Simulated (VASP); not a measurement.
# ZrB2: Zr into a neighbouring Zr vacancy, part 2 of 4

Wanted: the minimum-energy path in ZrB2 for this move: Zr into a neighbouring Zr vacancy. The start is a cell from a database of measured crystal structures.

VASP 6.6.1; PBE; plane waves and PAW (Zr_sv, B).

So far. Step 2 (Relax the host): The run ended after 3 ionic steps, 0.000 eV below its first step, once forces and stress met EDIFFG = -0.02.

## (3) Relax the start

System of this step: Zr11B24. The cell holds 35 atoms: 11 Zr and 24 B. Its edges and angles: a = 6.539 Å, b = 6.539 Å, c = 14.263 Å, α = 113.8°, β = 113.8°, γ = 114.5°. It derives from ZrB2. Nearest the centre at fractional (0.250, 0.250, 0.000): Zr1 at 1.78 Å, B21 at 1.83 Å, B33 at 1.84 Å, B23 at 1.84 Å, B34 at 1.85 Å, B24 at 1.86 Å, B12 at 1.87 Å, Zr11 at 3.60 Å.

A path needs two true minima; the start is relaxed with symmetry off.

Input file INCAR:

```
SYSTEM = Zr11B24
PREC = Normal
ENCUT = 320
EDIFF = 1E-05
NELM = 120
ISMEAR = 1
SIGMA = 0.15
LREAL = Auto
ALGO = Fast
GGA = PE
NBANDS = 130
LASPH = .TRUE.
LORBIT = 11
LWAVE = .FALSE.
LCHARG = .FALSE.
KPAR = 5
IBRION = 2
NSW = 60
ISIF = 2
EDIFFG = -0.05
POTIM = 0.4
MAXMIX = 40
ISYM = 0
```

Input file POSCAR:

```
Zr11B24
1.0
   -4.7618462173      2.7492531954      3.5390146690
    4.7618462173     -2.7492531954      3.5390146690
    4.7618462175      8.2477595862    -10.6170440070
Zr B
11 24
Direct
    0.5039222119      0.5035165585      0.0018571248
    0.5045543936     -0.0011971508      0.1669448835
    0.0031438830      0.5003955942      0.1671597243
    0.0016481986      0.0025230366      0.3336938671
    0.4980451411      0.4960215626      0.3322637666
    0.4993181042      0.0011322514      0.5007010379
   -0.0009124916      0.4970922157      0.4987112367
    0.0075516106      0.0043299684      0.6687307625
    0.4926351511      0.4875303868      0.6603844086
    0.5013911693     -0.0003272941      0.8332785752
   -0.0051117881      0.5035818912      0.8335346862
    0.4208925346      0.5928178680      0.1699877463
    0.9111452341      0.0791900751      0.1631296391
    0.9102717998      0.5795140205      0.3312156441
    0.4129525970      0.0811105201      0.3315394897
    0.4153655056      0.5822682278      0.5001649782
    0.9208147575      0.0877310100      0.5022441868
    0.9179110516      0.5806696231      0.6671381526
    0.4153521591      0.0867374496      0.6656405630
    0.4112375595      0.5801120948      0.8310411971
    0.9148835894      0.0812245614      0.8338862604
    0.9160737569      0.5788891761     -0.0007997765
    0.4147704178      0.0807976166      0.0016286036
    0.5869470995      0.4188545294      0.1691610132
    0.0867856585      0.9161968069      0.1671833885
    0.0778905698      0.4146738049      0.3336461867
    0.5839024898      0.9177001018      0.3324070037
    0.5740242548      0.4109335249      0.4972373311
    0.0839967770      0.9188778078      0.5021642620
    0.0862775855      0.4187972612      0.6674759192
    0.5839983105      0.9196253765      0.6680531965
    0.5808133252      0.4114112233      0.8349815933
    0.0794258358      0.9122623829      0.8332477599
    0.0834013584      0.4189675365     -0.0008350104
    0.5892112985      0.9209320392      0.0010850994
```

Input file KPOINTS:

```
Automatic mesh
0
Gamma
4 4 4
0 0 0
```

The projector-augmented-wave data sets are Zr_sv and B (PBE family, release 64).

Run with:

```sh
> mpirun -np 5 vasp_std
```

What it wrote:

```text
[banner, memory and clock lines left out]
running    5 mpi-ranks, on    1 nodes
 distrk:  each k-point on    1 cores,    5 groups
 distr:  one band on    1 cores,    1 groups

 POSCAR found type information on POSCAR ZrB
 POSCAR found :  2 types and      35 ions
 [... a notice as in an earlier step ...]

 LDA part: xc-table for (Slater+PW92), standard interpolation
 POSCAR, INCAR and KPOINTS ok, starting setup
 FFT: planning ... GRIDC
 FFT: planning ... GRID_SOFT
 FFT: planning ... GRID
 WAVECAR not read
 entering main loop
       N       E                     dE             d eps       ncg     rms          rms(c)
DAV:   1     0.121935278656E+04    0.12194E+04   -0.79292E+04  9792   0.108E+03
DAV:   2    -0.188876164423E+03   -0.14082E+04   -0.13562E+04 10950   0.346E+02
DAV:   3    -0.305025569757E+03   -0.11615E+03   -0.11492E+03 13856   0.807E+01
DAV:   4    -0.315814347152E+03   -0.10789E+02   -0.10774E+02 14592   0.203E+01
DAV:   5    -0.316594906359E+03   -0.78056E+00   -0.78048E+00 13424   0.418E+00    0.687E+01
RMM:   6    -0.283989966990E+03    0.32605E+02   -0.83742E+01 10149   0.179E+01    0.319E+01
RMM:   7    -0.286440002500E+03   -0.24500E+01   -0.69759E+01 11151   0.132E+01    0.634E+00
RMM:   8    -0.285962212142E+03    0.47779E+00   -0.22165E+01  9629   0.108E+01    0.929E+00
RMM:   9    -0.284887853814E+03    0.10744E+01   -0.26107E+00 11194   0.422E+00    0.139E+00
RMM:  10    -0.284981604973E+03   -0.93751E-01   -0.15439E+00 13489   0.185E+00    0.122E+00
RMM:  11    -0.285067439192E+03   -0.85834E-01   -0.58667E-01 14014   0.116E+00    0.265E+00
RMM:  12    -0.285024685318E+03    0.42754E-01   -0.18641E-01 12648   0.103E+00    0.989E-01
RMM:  13    -0.285030090135E+03   -0.54048E-02   -0.69653E-02 15330   0.457E-01    0.977E-01
RMM:  14    -0.285031999456E+03   -0.19093E-02   -0.21337E-02 16311   0.235E-01    0.997E-01
RMM:  15    -0.285027939681E+03    0.40598E-02   -0.12622E-02 14239   0.218E-01    0.872E-01
RMM:  16    -0.285028429766E+03   -0.49008E-03   -0.43874E-03 16247   0.110E-01    0.866E-01
RMM:  17    -0.285028348249E+03    0.81517E-04   -0.18023E-03 16179   0.723E-02    0.813E-01
RMM:  18    -0.285027878609E+03    0.46964E-03   -0.27854E-03 13468   0.208E-01    0.401E-01
RMM:  19    -0.285027381942E+03    0.49667E-03   -0.18195E-03 13182   0.156E-01    0.618E-01
RMM:  20    -0.285025962554E+03    0.14194E-02   -0.29865E-03 13993   0.136E-01    0.207E-01
RMM:  21    -0.285025642970E+03    0.31958E-03   -0.17387E-03 13110   0.117E-01    0.237E-01
RMM:  22    -0.285025586354E+03    0.56616E-04   -0.31728E-04 13741   0.405E-02    0.118E-01
RMM:  23    -0.285025543140E+03    0.43214E-04   -0.28312E-04 13382   0.311E-02    0.131E-01
WARNING in EDDRMM: call to ZHEGV failed, returncode =   6  3     52
RMM:  24    -0.285025537419E+03    0.57207E-05   -0.15724E-04 12834   0.308E-02    0.482E-02
RMM:  25    -0.285025542277E+03   -0.48580E-05   -0.71930E-05  8527   0.160E-02
   1 F= -.28502554E+03 E0= -.28502701E+03  d E =-.285026E+03
 curvature:   0.00 expect dE= 0.000E+00 dE for cont linesearch  0.000E+00
 trial: gam= 0.00000 g(F)=  0.440E+00 g(S)=  0.000E+00 ort = 0.000E+00 (trialstep = 0.100E+01)
 search vector abs. value=  0.440E+00
 bond charge predicted
       N       E                     dE             d eps       ncg     rms          rms(c)
DAV:   1    -0.285192208306E+03   -0.16667E+00   -0.45271E+01 10208   0.234E+01    0.145E+00
RMM:   2    -0.285696959299E+03   -0.50475E+00   -0.26847E+00 10884   0.524E+00    0.100E+01
RMM:   3    -0.285396044440E+03    0.30091E+00   -0.32997E-01 11304   0.197E+00    0.628E+00
RMM:   4    -0.285290355159E+03    0.10569E+00   -0.34173E-01 11570   0.211E+00    0.626E-01
RMM:   5    -0.285303487169E+03   -0.13132E-01   -0.94738E-02 13392   0.736E-01    0.244E+00
RMM:   6    -0.285296652290E+03    0.68349E-02   -0.37700E-02 12461   0.672E-01    0.412E-01
RMM:   7    -0.285297893889E+03   -0.12416E-02   -0.16898E-02 14993   0.309E-01    0.152E-01
RMM:   8    -0.285298297001E+03   -0.40311E-03   -0.50661E-03 16327   0.135E-01    0.845E-02
WARNING in EDDRMM: call to ZHEGV failed, returncode =   8  4     67
RMM:   9    -0.285298387476E+03   -0.90475E-04   -0.19130E-03 15953   0.792E-02    0.639E-02
RMM:  10    -0.285298461045E+03   -0.73570E-04   -0.92623E-04 15433   0.567E-02    0.282E-02
RMM:  11    -0.285298497295E+03   -0.36250E-04   -0.42594E-04 15408   0.370E-02    0.115E-02
WARNING in EDDRMM: call to ZHEGV failed, returncode =   8  4     42
RMM:  12    -0.285298520203E+03   -0.22908E-04   -0.22698E-04 13166   0.255E-02    0.552E-03
RMM:  13    -0.285298527645E+03   -0.74421E-05   -0.96158E-05 10274   0.184E-02
   2 F= -.28529853E+03 E0= -.28530030E+03  d E =-.272985E+00
[...]
3 F= -.28531679E+03 E0= -.28531867E+03  d E =-.291247E+00
[...]
WARNING in EDDRMM: call to ZHEGV failed, returncode =   8  4     65
[...]
4 F= -.28534008E+03 E0= -.28534209E+03  d E =-.232917E-01
[...]
5 F= -.28534428E+03 E0= -.28534637E+03  d E =-.274894E-01
 curvature:  -0.95 expect dE=-0.434E-02 dE for cont linesearch -0.176E-05
 trial: gam= 0.14887 g(F)=  0.458E-02 g(S)=  0.000E+00 ort =-0.250E-03 (trialstep = 0.121E+01)
 search vector abs. value=  0.525E-02
 bond charge predicted
       N       E                     dE             d eps       ncg     rms          rms(c)
DAV:   1    -0.285347300982E+03   -0.30240E-02   -0.47283E-01 10350   0.240E+00    0.186E-01
RMM:   2    -0.285347814753E+03   -0.51377E-03   -0.94587E-03 10551   0.320E-01    0.122E-01
RMM:   3    -0.285347737370E+03    0.77382E-04   -0.17471E-03 11881   0.116E-01    0.846E-02
WARNING in EDDRMM: call to ZHEGV failed, returncode =   8  4     95
RMM:   4    -0.285347720609E+03    0.16762E-04   -0.72252E-04 13331   0.632E-02    0.266E-02
RMM:   5    -0.285347738887E+03   -0.18279E-04   -0.23317E-04 14003   0.303E-02    0.345E-02
WARNING in EDDRMM: call to ZHEGV failed, returncode =   6  3     64
RMM:   6    -0.285347741726E+03   -0.28382E-05   -0.11638E-04 11287   0.216E-02    0.141E-02
WARNING in EDDRMM: call to ZHEGV failed, returncode =   6  3     47
RMM:   7    -0.285347745172E+03   -0.34460E-05   -0.37877E-05  9304   0.131E-02
   6 F= -.28534775E+03 E0= -.28534986E+03  d E =-.346689E-02
 trial-energy change:   -0.003467  1 .order   -0.003462   -0.005482   -0.001442
 step:   1.6391(harm=  1.6391)  dis= 0.00594  next Energy=  -285.347998 (dE=-0.372E-02)
 reached required accuracy - stopping structural energy minimisation
```

Elapsed: 10 min, on 5 MPI ranks of Intel Xeon 6975P-C (Granite Rapids), shared host; peak memory 3.1 GiB; 40 min of CPU time.

Parts of OUTCAR (step 3):

```text
 Found     36 irreducible k-points:

   k-points           NKPTS =     36   k-points in BZ     NKDIM =     36   number of bands    NBANDS=    130

   dimension x,y,z NGX =    30 NGY =   30 NGZ =   64
   dimension x,y,z NGXF=    60 NGYF=   60 NGZF=  128

   ENCUT  =  320.0 eV  23.52 Ry    4.85 a.u.   9.54  9.54 20.80*2*pi/ulx,y,z

   NELECT =     204.0000    total number of electrons

 E-fermi :   9.1912

 k-point     1 :       0.0000    0.0000    0.0000
  band No.  band energies     occupation
    ...
     99       8.1298      2.00000
    100       8.1686      2.00000
    101       8.2628      2.00000
    102       8.6221      2.00000
    103       8.8058      2.00169
    104       9.5213     -0.00793
    105      11.1114     -0.00000
    106      11.1408     -0.00000
    107      11.1701     -0.00000
    108      11.3632     -0.00000
    ...

 k-point     2 :       0.2500    0.0000   -0.0000
  band No.  band energies     occupation
    ...
     99       8.2353      2.00000
    100       8.4879      2.00000
    101       8.6575      2.00001
    102       8.7657      2.00045
    103       9.1300      1.63107
    104       9.5456     -0.00419
    105      10.5183     -0.00000
    106      10.9023     -0.00000
    107      10.9088     -0.00000
    108      10.9499     -0.00000
    ...

  Total      -10.6232927     -9.4088933     -3.6108251      1.0942172      0.0789143      0.1049148
  in kB      -45.9205708    -40.6711704    -15.6082632      4.7298969      0.3411174      0.4535078
  external PRESSURE =     -34.0666681 kB  Pullay stress =       0.0000000 kB

  energy-cutoff  :      320.00
  volume of cell :      370.65
      direct lattice vectors                 reciprocal lattice vectors
    -4.761846217  2.749253195  3.539014669    -0.000000000  0.181867571  0.141282263
     4.761846217 -2.749253195  3.539014669     0.157501936  0.090933785  0.141282263
     4.761846217  8.247759586-10.617044007     0.052500645  0.090933785  0.000000000

 POSITION                                       TOTAL-FORCE (eV/Angst)
 -----------------------------------------------------------------------------------
     -0.00051      0.00032      3.53585         0.000032      0.002376     -0.002712
     -1.56964      2.73011     -0.00075        -0.004223      0.011546     -0.019268
      3.14903      0.00581     -0.00250         0.014440      0.006046      0.006467
      1.58336      2.74191      3.53793        -0.011288     -0.006222     -0.014122
      1.57342      2.72479     -0.00232         0.001778     -0.002766     -0.000753
      4.76360      2.74888     -0.00340        -0.025013      0.000615      0.004648
     -0.00005      5.49899     -0.00251         0.013256     -0.011938     -0.009363
      3.17950      5.50513     -7.08362        -0.001168      0.016361      0.013419
      3.18952      5.52361     -3.54398        -0.009782     -0.021035      0.016501
      6.33225      5.51742     -3.54352        -0.014137     -0.002828      0.003980
      1.61061      8.24237     -3.54240         0.023736     -0.005544     -0.003518
      1.57589      0.89968      1.77814        -0.001726     -0.008659     -0.011765
     -3.19073      3.64603      1.76327         0.027961      0.014616     -0.032999
     -0.00387      3.65416      1.77694        -0.001881     -0.000203      0.005235
     -0.00446      3.65452     -1.78071         0.001949     -0.010204     -0.013202
      3.17447      3.66429     -1.77292         0.011120      0.014611      0.005421
     -1.58670      6.41487     -1.77217         0.001450     -0.004785     -0.006363
      1.59597      6.42379     -1.76242        -0.003270      0.009954     -0.006040
      1.59573      6.42320     -5.32340        -0.008687      0.013988      0.010983
      4.76965      6.43525     -5.32114         0.015162     -0.007407     -0.000825
      0.01062      9.18576     -5.30583        -0.011180     -0.012713      0.014253
      3.17633      9.16184     -5.32019         0.006177      0.007590      0.008428
      3.17922      9.16142     -8.84641        -0.011543      0.015235      0.024911
     -0.00849      1.81296      1.77455        -0.009657      0.000312      0.017079
      4.75074     -0.93765      1.76084         0.005789      0.010330     -0.015529
      3.16628      1.82318     -1.78182         0.002742     -0.009773     -0.002040
      3.16781      1.82394      1.77846        -0.006077     -0.005008     -0.009597
      1.58868      4.58149     -1.77215        -0.017229      0.004147     -0.003831
      6.35074      1.83275     -1.77311        -0.017633     -0.006012      0.001801
      4.76621      4.59228     -5.32289         0.005364      0.015296      0.007353
      4.76707      4.59253     -1.76264        -0.004436      0.014528     -0.006023
      3.18482      7.34811     -5.32247         0.015775      0.016263      0.000110
      7.95071      4.60112     -5.30863        -0.009322     -0.002988      0.041236
      1.58342     -0.91235      1.77471         0.006558     -0.023865     -0.001840
      1.58136     -0.91255      5.30100         0.014961     -0.031866     -0.022035
 -----------------------------------------------------------------------------------
    total drift:                                0.006586      0.007854     -0.015168

  FREE ENERGIE OF THE ION-ELECTRON SYSTEM (eV)
  ---------------------------------------------------
  free  energy   TOTEN  =      -285.3477451717 eV

  energy  without entropy=     -285.3540925242  energy(sigma->0) =     -285.34986096

 total charge
# of ion       s       p       d       tot
------------------------------------------
    1        2.171   6.036   1.725   9.932
    2        2.168   6.029   1.722   9.919
    3        2.168   6.029   1.722   9.919
    4        2.167   6.030   1.744   9.941
    5        2.166   6.025   1.726   9.917
    6        2.165   6.028   1.744   9.937
    7        2.166   6.028   1.745   9.938
    8        2.167   6.030   1.744   9.941
    9        2.166   6.025   1.726   9.917
   10        2.168   6.029   1.722   9.919
   11        2.168   6.029   1.722   9.919
   12        0.672   1.217   0.000   1.888
   13        0.672   1.216   0.000   1.887
   14        0.667   1.236   0.000   1.903
   15        0.667   1.236   0.000   1.903
   16        0.666   1.233   0.000   1.900
   17        0.666   1.234   0.000   1.900
   18        0.667   1.236   0.000   1.903
   19        0.668   1.238   0.000   1.905
   20        0.672   1.216   0.000   1.887
   21        0.672   1.215   0.000   1.887
   22        0.674   1.222   0.000   1.895
   23        0.674   1.221   0.000   1.895
   24        0.672   1.216   0.000   1.888
   25        0.672   1.216   0.000   1.887
   26        0.667   1.236   0.000   1.903
   27        0.667   1.237   0.000   1.904
   28        0.666   1.233   0.000   1.899
   29        0.666   1.233   0.000   1.900
   30        0.667   1.236   0.000   1.904
   31        0.667   1.236   0.000   1.903
   32        0.672   1.217   0.000   1.888
   33        0.672   1.215   0.000   1.887
   34        0.674   1.222   0.000   1.896
   35        0.674   1.221   0.000   1.895
--------------------------------------------------
tot         39.913  95.752  19.043 154.708

[... 1 part as in an earlier step ...]

[... 7 further parts left out ...]
```

Relaxation path:

```tsv
step	energy less that of the first step (eV)	largest force (eV/Å)
1	0.0000	1.5969
2	-0.2730	0.4420
3	-0.2912	0.3134
4	-0.3145	0.1276
5	-0.3187	0.1110
6	-0.3222	0.0457
```

The atoms that moved most (Å):

```tsv
atom	dx	dy	dz	length
Zr9	0.069	0.063	-0.001	0.094
B12	-0.052	-0.030	-0.005	0.060
Zr2	0.044	-0.037	-0.010	0.058
B24	-0.014	-0.044	0.011	0.048
B20	0.008	0.045	-0.006	0.046
B19	-0.009	0.030	-0.033	0.045
B25	0.005	-0.036	-0.014	0.039
B23	0.000	-0.018	0.034	0.039
```

Final coordinates:

```xyz
35
Lattice="-4.7618 2.7493 3.5390 4.7618 -2.7493 3.5390 4.7618 8.2478 -10.6170" Properties=species:S:1:pos:R:3 pbc="T T T"
Zr   -0.0005    0.0003    3.5359
Zr   -1.5696    2.7301   -0.0008
Zr    3.1490    0.0058   -0.0025
Zr    1.5834    2.7419   -3.5401
Zr    1.5734    2.7248   -0.0023
Zr    0.0018    5.4981   -3.5424
Zr    4.7618    2.7497   -3.5415
Zr    3.1795    5.5051   -7.0836
Zr    3.1895    5.5236   -3.5440
Zr    1.5704    8.2667   -7.0825
Zr    6.3725    5.4931   -7.0814
B     1.5759    0.8997    1.7781
B    -3.1907    3.6460    1.7633
B    -0.0039    3.6542    1.7769
B    -0.0045    3.6545   -1.7807
B     3.1745    3.6643   -1.7729
B    -1.5867    6.4149   -1.7722
B     1.5960    6.4238   -1.7624
B     1.5957    6.4232   -5.3234
B     4.7697    6.4353   -5.3211
B     0.0106    9.1858   -5.3058
B    -1.5855    0.9141    5.2969
B    -1.5826    0.9137    1.7706
B    -0.0085    1.8130    1.7746
B     4.7507   -0.9376    1.7608
B     3.1663    1.8232   -1.7818
B     3.1678    1.8239    1.7785
B     1.5887    4.5815   -1.7721
B     6.3507    1.8327   -1.7731
B     4.7662    4.5923   -5.3229
B     4.7671    4.5925   -1.7626
B     3.1848    7.3481   -5.3225
B     7.9507    4.6011   -5.3086
B     1.5834   -0.9124    1.7747
B     1.5814   -0.9125    5.3010
```

Numbers from this step:

| Property | Result |
| --- | --- |
| electronic cycles | 70 |
| electrons | 204 |
| free energy (TOTEN) | -285.3477 eV |
| energy at zero smearing | -285.3499 eV |
| Fermi energy | 9.191 eV |

The run ended after 6 ionic steps, 0.322 eV below its first step, once the forces on the free atoms met EDIFFG = -0.05.

(Continued in part 3 of 4.)

[Lines on the potential files, build, host, timing and source positions are cut from VASP's logs without a mark.]

[Logs are printed without paths, hosts, clocks, repeated set-up lines and the standing remarks that a program may print on its own settings, such as how far it seeks lower states.]

[Hosts, paths, dates, database ids (printed as entryN), source tags and the programs' standing remarks are cut or masked in the printed files.]

[Runs that stopped without an error message from VASP are left out.]
